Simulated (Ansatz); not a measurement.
**Ru11 slab: relaxing the atoms**

Aim: for Ru11 slab, 3 runs in a chain (relaxing the atoms).

Program: Ansatz 0.2.0. Level of theory: DFT PBE, scalar-relativistic, plane waves, PAW. These are calculated values, not measurements.

### 1 The system as given

Symmetry: P-6m2, No. 187, hexagonal system. Conventional cell: a = 2.706 Å, b = 2.706 Å, c = 38.810 Å, α = 90.00°, β = 90.00°, γ = 120.00°. Ru (site symmetry 3m) has 9 Ru at 2.65 to 2.71 Å as nearest neighbours. Around Ru (site symmetry 3m) lie 12 Ru at 2.65 to 2.71 Å. Around Ru (site symmetry -6m2) lie 12 Ru at 2.65 to 2.71 Å.

Coordinates:

```xyz
11
Lattice="2.7060 0.0000 0.0000 1.3530 2.3435 0.0000 0.0000 0.0000 38.8100" Properties=species:S:1:pos:R:3 pbc="T T T"
Ru    0.0000    0.0000    8.7000
Ru    1.3530    0.7812   10.8410
Ru    0.0000    0.0000   12.9820
Ru    1.3530    0.7812   15.1230
Ru    0.0000    0.0000   17.2640
Ru    1.3530    0.7812   19.4050
Ru    0.0000    0.0000   21.5460
Ru    1.3530    0.7812   23.6870
Ru    0.0000    0.0000   25.8280
Ru    1.3530    0.7812   27.9690
Ru    0.0000    0.0000   30.1100
```

### 2 Relaxing the atoms: Ru11 slab, no spin

Contents of input.yaml:

```yaml
crystal:
  lattice:
    - [2.706, 0.0, 0.0]
    - [1.353, 2.3434647426, 0.0]
    - [0.0, 0.0, 38.81]
  atoms:
    - { symbol: Ru, position: [0.0, 0.0, 0.2241690286] }
    - { symbol: Ru, position: [0.3333333333, 0.3333333333, 0.2793352229] }
    - { symbol: Ru, position: [0.0, 0.0, 0.3345014172] }
    - { symbol: Ru, position: [0.3333333333, 0.3333333333, 0.3896676114] }
    - { symbol: Ru, position: [0.0, 0.0, 0.4448338057] }
    - { symbol: Ru, position: [0.3333333333, 0.3333333333, 0.5] }
    - { symbol: Ru, position: [0.0, 0.0, 0.5551661943] }
    - { symbol: Ru, position: [0.3333333333, 0.3333333333, 0.6103323886] }
    - { symbol: Ru, position: [0.0, 0.0, 0.6654985828] }
    - { symbol: Ru, position: [0.3333333333, 0.3333333333, 0.7206647771] }
    - { symbol: Ru, position: [0.0, 0.0, 0.7758309714] }
scf:
  occupations: { method: gaussian, width: 0.1 }
output:
  forces: true
  stress: false
  write_density: true
  write_potential: true
  elf: true
  volumetric_format: npy
hamiltonian:
  xc: pbe
efield:
  axis: 3
  dipole_correction: true
kpoints:
  mp_grid: { grid: [16, 16, 1] }
relax:
  f_tol: 0.003
```

On the command line:

```bash
$ ansatz run input.yaml --threads 4 --pin off --max-ram 8192MiB --backend cpu --events-out ev --progress --plain --runs-dir out
```

Output:

```text
Warning: RAYON_NUM_THREADS=4 ignored (pool sized by the plan → 4); use --threads N
Engine: ansatz 0.2.0, x86_64-unknown-linux-gnu
Pseudopotentials: kind: paw
Pseudopotential: Ru, paw, valence charge 16, recommended cutoff 420 eV (normal), Ru.paw.azcp
Functional definition: PBE
  parameter kappa = 0.804
  parameter beta = 0.06672455060314922
  exchange = pbe_x(kappa = kappa, mu = beta*pi^2/3)
  correlation = pbe_c(beta = beta)
Crystal: 11 atoms, lattice volume = 246.110 Å³
Basis set: ecut = 420 eV, 4863 PW (Γ), exchange–correlation on 40×40×540 points (8 copies of the dense FFT grid, shifted against one another)
Bands: 106, of which v1, the nominal top of the filled ones, is band 88 counted from 1 (87 counted from 0)
Symmetry: 6 space group operations
k-points: 30 of 256 (time reversal used)
Non-local potential: Ru, projectors of the file, l = 0: 3, l = 1: 2, l = 2: 2, l = 3: 1
PAW form: soft (Blöchl's): semilocal exchange-correlation on the pseudo side does not see the compensation charge
PAW one-centre angular grid: Ru, 590 points (default); XC on 64 Gauss nodes
Initial density: superposition of atomic densities (neutral atoms: chi_scale 0, normalization atom), corrected by the library's trained network
Initial wavefunctions: pseudopotential atomic-orbital guess
Functional: x = pbe(κ = 0.804, μ = 0.2195149727645171), c = pbe(β = 0.06672455060314922)
SCF iter   1: F=—  HF=-64663.544959 eV  |F-HF|=—  |Δ(HF+E_count)|=         —  Δρ=1.40e-2  dr2=1.71e1  ethr=1.77e-3  p=0.000 e·Å  D=8.65e-14 V/Å  ΔV_dip=-0.00 eV  dr2_dipole=1.16e-5  V_vac-E_F(+/−)=4.57/4.57 eV  ⟨swp⟩=7.4  Hψ=12766  notcnv=0  defer=5
efield: sawtooth ramp at fractional position 0.9500 (placed from the atoms, in the widest stretch of the axis that holds none; the zero of the levels goes with the place), width 0.1000; the density the first Hamiltonian is built on has a dipole p = 0.000 e·Å; the dipole correction subtracts the counter field D = 8.65e-14 V/Å, which shifts the + side's vacuum level by -0.00 eV against the − side's; the planar-averaged density in the ramp window peaks in size at 3.0e-5 e/Å³
preconditioner: auto → LDOS  [metal: Δε(μ)=0.005 eV  Ē_g=4.837 eV  σ=0.100 eV  W_gap=0.03  n_scr=30 (ndim 8)  ℏωp=22.2 eV  f_vac=0.366  D(μ)=8.46/eV (n_scr^D=30)  β→1.0]
SCF iter   2: F=—  HF=-64663.477607 eV  |F-HF|=—  |Δ(HF+E_count)|=   6.74e-2  Δρ=6.31e-3  dr2=1.67e0  ethr=1.77e-3  p=0.000 e·Å  D=1.18e-5 V/Å  ΔV_dip=-0.00 eV  dr2_dipole=1.00e-5  V_vac-E_F(+/−)=4.92/4.92 eV  ⟨swp⟩=1.0  Hψ=3662  notcnv=0  defer=15
SCF iter   3: F=—  HF=-64663.464845 eV  |F-HF|=—  |Δ(HF+E_count)|=   1.28e-2  Δρ=1.06e-3  dr2=1.17e-2  ethr=9.49e-4  p=0.000 e·Å  D=1.74e-6 V/Å  ΔV_dip=-0.00 eV  dr2_dipole=8.64e-7  V_vac-E_F(+/−)=4.98/4.98 eV  ⟨swp⟩=1.0  Hψ=2958  notcnv=0  defer=38
SCF iter   4: F=—  HF=-64663.463161 eV  |F-HF|=—  |Δ(HF+E_count)|=   1.68e-3  Δρ=2.18e-4  dr2=7.43e-4  ethr=6.63e-6  p=0.000 e·Å  D=2.46e-6 V/Å  ΔV_dip=-0.00 eV  dr2_dipole=6.09e-9  V_vac-E_F(+/−)=5.00/5.00 eV  ⟨swp⟩=2.3  Hψ=4628  notcnv=0  defer=38
SCF iter   5: F=—  HF=-64663.463160 eV  |F-HF|=—  |Δ(HF+E_count)|=   1.00e-6  Δρ=1.03e-4  dr2=5.82e-5  ethr=4.22e-7  p=0.000 e·Å  D=1.71e-6 V/Å  ΔV_dip=-0.00 eV  dr2_dipole=2.59e-8  V_vac-E_F(+/−)=5.02/5.02 eV  ⟨swp⟩=2.3  Hψ=4338  notcnv=0  defer=38
SCF iter   6: F=—  HF=-64663.463340 eV  |F-HF|=—  |Δ(HF+E_count)|=   1.80e-4  Δρ=5.28e-5  dr2=2.81e-5  ethr=3.30e-8  p=0.000 e·Å  D=8.59e-7 V/Å  ΔV_dip=-0.00 eV  dr2_dipole=8.91e-9  V_vac-E_F(+/−)=5.03/5.03 eV  ⟨swp⟩=2.8  Hψ=5725  notcnv=0  defer=22
SCF iter   7: F=—  HF=-64663.463337 eV  |F-HF|=—  |Δ(HF+E_count)|=   2.80e-6  Δρ=1.87e-5  dr2=3.00e-6  ethr=1.60e-8  p=0.000 e·Å  D=5.36e-7 V/Å  ΔV_dip=-0.00 eV  dr2_dipole=1.39e-10  V_vac-E_F(+/−)=5.04/5.04 eV  ⟨swp⟩=2.3  Hψ=4305  notcnv=0  defer=22
SCF iter   8: F=—  HF=-64663.463337 eV  |F-HF|=—  |Δ(HF+E_count)|=   1.36e-7  Δρ=8.45e-6  dr2=2.97e-7  ethr=1.70e-9  p=0.000 e·Å  D=1.79e-7 V/Å  ΔV_dip=-0.00 eV  dr2_dipole=1.40e-10  V_vac-E_F(+/−)=5.04/5.04 eV  ⟨swp⟩=2.7  Hψ=4730  notcnv=0  defer=22
SCF iter   9: F=-64663.463337 eV  HF=-64663.463337 eV  |F-HF|=3.72e-8  |Δ(HF+E_count)|=   2.17e-8  Δρ=2.50e-6  dr2=1.27e-8  ethr=1.28e-10  p=0.000 e·Å  D=8.01e-8 V/Å  ΔV_dip=-0.00 eV  dr2_dipole=6.32e-11  V_vac-E_F(+/−)=5.04/5.04 eV  ⟨swp⟩=11.7  Hψ=24800  notcnv=0
SCF 1 converged in 9 iterations: F = -64663.463337 eV  dr2 = 1.27e-8
relax step   1: F+E_penalty+E_count = -64663.46333739 eV  Δ(F+E_penalty+E_count) = +0.000e0 eV  max|allowed force component| = 6.242e-1 eV/Å  Δτ_max = 0.0000 Å  (9 SCF iters, dr2 threshold 2.25e-7 eV, accepted)
[... 13 lines left out ...]
relax step   2: F+E_penalty+E_count = -64663.49388793 eV  Δ(F+E_penalty+E_count) = -3.055e-2 eV  max|allowed force component| = 4.391e-1 eV/Å  Δτ_max = 0.0723 Å  (6 SCF iters, dr2 threshold 2.43e-5 eV, accepted)
[... 8 lines left out ...]
relax step   3: F+E_penalty+E_count = -64663.51480757 eV  Δ(F+E_penalty+E_count) = -2.092e-2 eV  max|allowed force component| = 2.206e-2 eV/Å  Δτ_max = 0.0318 Å  (5 SCF iters, dr2 threshold 1.20e-5 eV, accepted)
[... 9 lines left out ...]
relax step   4: F+E_penalty+E_count = -64663.51488821 eV  Δ(F+E_penalty+E_count) = -8.065e-5 eV  max|allowed force component| = 3.420e-3 eV/Å  Δτ_max = 0.0018 Å  (6 SCF iters, dr2 threshold 3.04e-8 eV, accepted)
[... 8 lines left out ...]
relax step   5: F+E_penalty+E_count = -64663.51489033 eV  Δ(F+E_penalty+E_count) = -2.123e-6 eV  max|allowed force component| = 3.755e-4 eV/Å  Δτ_max = 0.0003 Å  (5 SCF iters, accepted)
NSCF: frozen V_eff on 30 k-points
the band table was solved once a step of the walk had ended and its energy, with any forces and stress, was formed, with the checks that follow a solve (15231 applications of the Hamiltonian). They found nothing against the state; the energy, forces and stress were not computed again (output.eigenvalues in the input reference)
WARN: The output density's exchange-correlation potential varies sharply where the density is thin. Do not read a vacuum level from v_tot or v_xc, or from such a field of the output density. On a cell that repeats whose density bears no net charge and no dipole along the vacuum's axis use v_es (v_loc + v_h of the components); under efield.dipole_correction with no amplitude use v_es + v_field, which holds any external_charges[].barrier, or the levels of the report's work_function block, which leave it out; under a non-zero efield.amplitude the vacuum is tilted and has no level; on a cell that repeats and bears such a dipole with no correction it is tilted too, and efield.dipole_correction with no amplitude gives each side of its ramp a level where efield: is served; in a cell that repeats whose density bears a net charge (total_charge, or a fill off its count) it is curved and has none; of a slab under crystal.periodic whose density bears no net charge use v_es, which has a level on each side, short of where the two are joined; of another it falls or rises all the way out and has none; of a slab beside external_charges read slab_vacuum_level instead, which it has where they leave it neutral. The grid or the basis barely resolves most such structure, and the values can differ between equally converged runs; as a rule a tighter scf.convergence.dr2_threshold does not remove it. Where the density itself ripples (under the LDA too) a higher basis.ecutwfc lessens it. The files hold the spikes' plane waves up to the density's cutoff. Files: v_tot_of_output_density and the like, and their columns of v_z.tsv (output.write_potential); v_xc_of_output_density and the like, and their columns of v_comp_z.tsv (output.write_potential_components). Measured: with its Gaussian average of σ = 0.25 Å subtracted twice, the exchange-correlation potential is over 0.1 eV at 66 of the grid points where the equally averaged density (valence and model cores) is under 1e-3 e/Å³, and 0.233 eV at the most among them, at an averaged density of 6.8e-9 e/Å³. See output.write_potential in the manual, Limitations
SCF converged after 5 iterations
Free energy (F): -64663.514890 eV
Harris-Foulkes:  -64663.514890 eV  (|F-HF|=8.80e-10)
Internal energy: -64663.468345 eV  (E = F + TS)
E sigma→0 (E₀):  -64663.491618 eV
Entropy (-TS):   -0.046546 eV (-4.231 meV/atom)
Fermi energy:    12.378292 eV
Dipole field:    D = -0.000003 V/Å  (p = -0.000005 e·Å, saw-weighted, corrected)
Work function:   Φ+ = 4.9888 eV   Φ− = 4.9887 eV
Levels:          The Fermi level and band energies are counted from a zero that moves with the ramp; work functions are not
--- Per-component energies (eV) ---
  E_band       = -2541.258330
  E_kinetic    = 5653.965529
  E_local      = -456300.204431  (includes V_loc(G=0)·N_el)
  E_nonlocal   = 3774.772289
  E_hartree    = 224698.916150
  E_xc         = -2094.056121
  E_vxc        = -2628.724470  (∫ρ·V_xc dr)
  E_paw        = -38068.368102  (= ΣΔE_a)
  E_vpaw       = -2438.899067  (= ΣTr[D̂ρ^β])
  E_aug_tail   = -0.002108  (compensation charges beyond the density's cutoff)
  E_efield     = 0.000000  (sawtooth field / dipole correction)
  E_vefield    = 0.000000  (∫n·V_field dr)
  E_ewald      = 197671.508449
  E_smearing   = -0.046546  (= −TS)
  E_closure    = -0.000000  (closes the sum)
  Σ components = -64663.514890   (vs F -64663.514890, Δ=0.00e0)
--- Forces (eV/Å), atoms counted from 1 ---
  atom   1  Ru     0.00000000     0.00000000     0.00015614
  atom   2  Ru    -0.00000000     0.00000000    -0.00029291
  atom   3  Ru     0.00000000    -0.00000000     0.00034350
  atom   4  Ru     0.00000000     0.00000000    -0.00037547
  atom   5  Ru    -0.00000000    -0.00000000     0.00021793
  atom   6  Ru    -0.00000000     0.00000000     0.00000003
  atom   7  Ru    -0.00000000    -0.00000000    -0.00021818
  atom   8  Ru     0.00000000     0.00000000     0.00037548
  atom   9  Ru    -0.00000000    -0.00000000    -0.00034338
  atom  10  Ru     0.00000000     0.00000000     0.00029281
  atom  11  Ru     0.00000000     0.00000000    -0.00015595
  max |Σ_I F_I| component: 1.37e-8 eV/Å
--- Band table (eV; the first three rows and the last of 30) ---
  k-point 0: bands = ["-60.8800", "-60.8800", "-60.7817", "-60.7454", "-60.7110", "-60.6828", "-60.6444", "-60.6062", "-60.5943", "-60.3920", "-60.3920", "-31.2654", "-31.2408", "-31.1619", "-31.0090", "-30.8385", "-30.6637", "-30.4880", "-30.4421", "-30.4421", "-30.4421", "-30.4421", "-30.3369", "-30.3369", "-30.3340", "-30.3061", "-30.3061", "-30.2752", "-30.2752", "-30.2535", "-30.2535", "-30.2354", "-30.2209", "-30.2209", "-30.1885", "-30.1885", "-30.1798", "-30.1798", "-30.1747", "-30.1504", "-29.9626", "-29.9626", "-29.9626", "-29.9626", "4.4546", "4.6794", "5.0362", "5.5199", "6.0007", "6.2001", "6.2276", "6.3413", "6.3685", "6.5855", "6.6101", "9.4830", "9.4830", "9.4884", "9.4923", "9.4923", "9.5211", "9.5591", "9.5591", "9.5853", "9.5853", "9.6737", "9.6837", "9.6837", "9.6930", "9.6930", "9.7382", "9.8628", "9.8709", "9.8709", "9.9675", "10.0612", "10.0612", "10.2222", "10.2222", "10.3007", "10.3365", "10.3365", "10.4052", "10.4052", "10.9685", "11.1072", "11.1072", "11.3717", "11.3717", "11.7054", "11.7054", "11.8263", "12.1179", "12.1179", "12.5375", "12.5375", "12.6909", "12.9119", "12.9119", "13.2129", "13.2129", "13.3280", "13.4135", "13.4135", "13.5027", "13.5027"]
[... 3 lines left out ...]
--- Relaxed structure (5 steps of the walk, 5 accepted, 0 SCFs on fresh bases) ---
  F+E_penalty+E_count = -64663.51489033 eV   max|allowed force component| = 3.755e-4 eV/Å
  atoms:
    - { symbol: Ru, position: [-1.4244795576316843e-17, -1.5139404883308336e-17, 0.2246555903484263] }
    - { symbol: Ru, position: [0.33333333333333337, 0.3333333333333333, 0.27804554459501224] }
    - { symbol: Ru, position: [-1.7047138167529037e-17, -1.5139404883308336e-17, 0.3334638357272305] }
    - { symbol: Ru, position: [0.33333333333333337, 0.3333333333333333, 0.3891527488909928] }
    - { symbol: Ru, position: [-1.5525537050123163e-17, -1.5139404883308336e-17, 0.4446237954298845] }
    - { symbol: Ru, position: [0.33333333333333337, 0.3333333333333333, 0.5000000008851015] }
    - { symbol: Ru, position: [-1.4753269776203686e-17, -1.5139404883308336e-17, 0.5553762061692857] }
    - { symbol: Ru, position: [0.33333333333333337, 0.3333333333333333, 0.6108472518617113] }
    - { symbol: Ru, position: [-1.3231672881026734e-17, -1.5139404883308336e-17, 0.666536163575546] }
    - { symbol: Ru, position: [0.33333333333333337, 0.3333333333333333, 0.7219544542848519] }
    - { symbol: Ru, position: [-1.603401680045604e-17, -1.5139404883308336e-17, 0.7753444082319572] }
```

It took 37 s on 4 threads of AMD EPYC 9R45 (Zen 5), shared host; peak memory 1.4 GiB.

Relaxation path:

| step | E - E(step 1) (eV/cell) | largest force component (eV/Å) |
| --- | --- | --- |
| 1 | 0.0000 | 0.6242 |
| 2 | -0.0306 | 0.4391 |
| 3 | -0.0515 | 0.0221 |
| 4 | -0.0516 | 0.0034 |
| 5 | -0.0516 | 0.0004 |

Step 1 is the start.

A dipole layer in the vacuum cancels the field that periodic copies would set up if the slab's two faces differ.

Density in the ac plane at y = 1.000 (fractional), which holds Ru.

Ten even steps from '0' (0.00 e/Å³) to '9' (9.64 e/Å³):
```
000000
000000
000000
000000
000000
000000
420002
000100
961016
001210
961016
000100
420002
000000
000000
000000
000000
000000
000000
000000
```
Columns run along a and rows up along c, over one cell in 6 and 20 even steps from the bottom left corner. Atoms in the plane (fractional): Ru at (1.00, 0.22), Ru at (1.00, 0.33), Ru at (1.00, 0.44), Ru at (1.00, 0.56), Ru at (1.00, 0.67), Ru at (1.00, 0.78).

ELF in the same plane.

Values, 12 rows by 6 columns:
```
0.00 0.00 0.00 0.00 0.00 0.00
0.04 0.05 0.08 0.09 0.08 0.05
0.29 0.29 0.29 0.25 0.29 0.29
0.14 0.63 0.37 0.31 0.37 0.63
0.24 0.26 0.29 0.25 0.29 0.26
0.30 0.24 0.35 0.50 0.35 0.24
0.24 0.26 0.29 0.25 0.29 0.26
0.14 0.63 0.37 0.31 0.37 0.63
0.29 0.29 0.29 0.25 0.29 0.29
0.04 0.05 0.08 0.09 0.08 0.05
0.00 0.00 0.00 0.00 0.00 0.00
0.00 0.00 0.00 0.00 0.00 0.00
```
Columns run along a and rows up along c, over one cell in 6 and 12 even steps from the bottom left corner. Atoms in the plane (fractional): Ru at (1.00, 0.22), Ru at (1.00, 0.33), Ru at (1.00, 0.44), Ru at (1.00, 0.56), Ru at (1.00, 0.67), Ru at (1.00, 0.78).

Both are smooth PAW fields of the valence electrons: close to the nuclei they are not physical.

### 3 Relaxing the atoms

Edit input.yaml of step 2 so:

```diff
@@ -2,4 +2,4 @@
   lattice:
-    - [2.706, 0.0, 0.0]
-    - [1.353, 2.3434647426, 0.0]
+    - [2.67894, 0.0, 0.0]
+    - [1.33947, 2.3200300952, 0.0]
     - [0.0, 0.0, 38.81]
@@ -22,6 +22,2 @@
   stress: false
-  write_density: true
-  write_potential: true
-  elf: true
-  volumetric_format: npy
 hamiltonian:
```

On the command line:

```bash
$ ansatz run input.yaml --threads 4 --pin off --max-ram 8192MiB --backend cpu --events-out ev --progress --plain --runs-dir out
```

Output (excerpt; [...] marks lines left out):

```text
Warning: RAYON_NUM_THREADS=4 ignored (pool sized by the plan → 4); use --threads N
[...]
[... 3 set-up lines as earlier in the session ...]
[...]
Crystal: 11 atoms, lattice volume = 241.213 Å³
Basis set: ecut = 420 eV, 4803 PW (Γ), exchange–correlation on 36×36×540 points (8 copies of the dense FFT grid, shifted against one another)
Bands: 106, of which v1, the nominal top of the filled ones, is band 88 counted from 1 (87 counted from 0)
[... 1 set-up line as earlier in the session ...]
k-points: 30 of 256 (time reversal used)
[...]
SCF iter   1: F=—  HF=-64663.511223 eV  |F-HF|=—  |Δ(HF+E_count)|=         —  Δρ=1.64e-2  dr2=2.55e1  ethr=1.77e-3  p=0.000 e·Å  D=1.43e-13 V/Å  ΔV_dip=-0.00 eV  dr2_dipole=4.59e-7  V_vac-E_F(+/−)=4.53/4.53 eV  ⟨swp⟩=7.7  Hψ=13072  notcnv=0  defer=9
[...]
  atoms:
    - { symbol: Ru, position: [-1.6226324536433485e-17, -1.5139404883308336e-17, 0.223155355749342] }
    - { symbol: Ru, position: [0.33333333333333337, 0.3333333333333333, 0.2769427139449722] }
    - { symbol: Ru, position: [-1.7191660844972753e-17, -1.5139404883308336e-17, 0.33258746142143003] }
    - { symbol: Ru, position: [0.33333333333333337, 0.3333333333333333, 0.3886016034166183] }
    - { symbol: Ru, position: [-1.5666140770274143e-17, -1.5139404883308336e-17, 0.44434256619894824] }
    - { symbol: Ru, position: [0.33333333333333337, 0.3333333333333333, 0.49999999959159747] }
    - { symbol: Ru, position: [-1.4612669685030562e-17, -1.5139404883308336e-17, 0.5556574331587739] }
    - { symbol: Ru, position: [0.33333333333333337, 0.3333333333333333, 0.6113983953714287] }
    - { symbol: Ru, position: [-1.3087149277006594e-17, -1.5139404883308336e-17, 0.667412538247155] }
    - { symbol: Ru, position: [0.33333333333333337, 0.3333333333333333, 0.7230572868744124] }
    - { symbol: Ru, position: [-1.405248332728443e-17, -1.5139404883308336e-17, 0.7768446460253216] }
```

Wall time 26 s (4 threads of AMD EPYC 9R45 (Zen 5), shared host); peak memory 1.2 GiB.

Step by step:

```
step  E - E(step 1) (eV/cell)  largest force component (eV/Å)
   1                   0.0000                          0.6043
   2                  -0.0351                          0.2575
   3                  -0.0508                          0.0136
   4                  -0.0508                          0.0012
```

Step 1 is the start.

### 4 Relaxing the atoms

Edit input.yaml of step 3 so:

```diff
@@ -2,4 +2,4 @@
   lattice:
-    - [2.67894, 0.0, 0.0]
-    - [1.33947, 2.3200300952, 0.0]
+    - [2.73306, 0.0, 0.0]
+    - [1.36653, 2.3668993901, 0.0]
     - [0.0, 0.0, 38.81]
```

On the command line:

```bash
$ ansatz run input.yaml --threads 4 --pin off --max-ram 8192MiB --backend cpu --events-out ev --progress --plain --runs-dir out
```

Output (excerpt; [...] marks lines left out):

```text
Warning: RAYON_NUM_THREADS=4 ignored (pool sized by the plan → 4); use --threads N
[...]
[... 3 set-up lines as earlier in the session ...]
[...]
Crystal: 11 atoms, lattice volume = 251.057 Å³
Basis set: ecut = 420 eV, 4935 PW (Γ), exchange–correlation on 40×40×540 points (8 copies of the dense FFT grid, shifted against one another)
Bands: 106, of which v1, the nominal top of the filled ones, is band 88 counted from 1 (87 counted from 0)
[... 1 set-up line as earlier in the session ...]
k-points: 30 of 256 (time reversal used)
[...]
SCF iter   1: F=—  HF=-64663.451059 eV  |F-HF|=—  |Δ(HF+E_count)|=         —  Δρ=1.16e-2  dr2=1.02e1  ethr=1.77e-3  p=0.000 e·Å  D=7.93e-14 V/Å  ΔV_dip=-0.00 eV  dr2_dipole=3.47e-5  V_vac-E_F(+/−)=4.61/4.61 eV  ⟨swp⟩=7.4  Hψ=12860  notcnv=0  defer=6
[...]
  atoms:
    - { symbol: Ru, position: [-1.1596727060250164e-17, -1.5139404883308336e-17, 0.22611509468412933] }
    - { symbol: Ru, position: [0.3333333333333333, 0.33333333333333337, 0.27912177119414877] }
    - { symbol: Ru, position: [-1.5493473054411275e-17, -1.5139404883308336e-17, 0.33430692024214276] }
    - { symbol: Ru, position: [0.3333333333333333, 0.33333333333333337, 0.38969046976634175] }
    - { symbol: Ru, position: [-1.500473104124426e-17, -1.5139404883308336e-17, 0.4449077848224465] }
    - { symbol: Ru, position: [0.3333333333333333, 0.33333333333333337, 0.49999999827159103] }
    - { symbol: Ru, position: [-1.5274085329809063e-17, -1.5139404883308336e-17, 0.5550922115496001] }
    - { symbol: Ru, position: [0.3333333333333333, 0.33333333333333337, 0.6103095287337178] }
    - { symbol: Ru, position: [-1.4785335765758834e-17, -1.5139404883308336e-17, 0.6656930802777598] }
    - { symbol: Ru, position: [0.3333333333333333, 0.33333333333333337, 0.7208782318346035] }
    - { symbol: Ru, position: [-1.8682076685023988e-17, -1.5139404883308343e-17, 0.7738849086235184] }
```

Run time: 30 s. Hardware: 4 threads of AMD EPYC 9R45 (Zen 5), shared host; peak memory 1.2 GiB.

Relaxation path:

| step | energy from step 1 (eV/cell) | largest force component (eV/Å) |
| --- | --- | --- |
| 1 | 0.0000 | 0.7667 |
| 2 | -0.0292 | 0.6557 |
| 3 | -0.0681 | 0.0361 |
| 4 | -0.0683 | 0.0053 |
| 5 | -0.0683 | 0.0006 |

Step 1 is the start.

### 5 Results

| step | energy above the lowest (eV) | gap on the mesh (eV) | time |
| --- | --- | --- | --- |
| 2 | 0.000 | 0.00 | 37 s |
| 3 | 0.087 | 0.00 | 26 s |
| 4 | 0.041 | 0.00 | 30 s |

In words: The values hold for the settings typed; their convergence was not tested in this session.
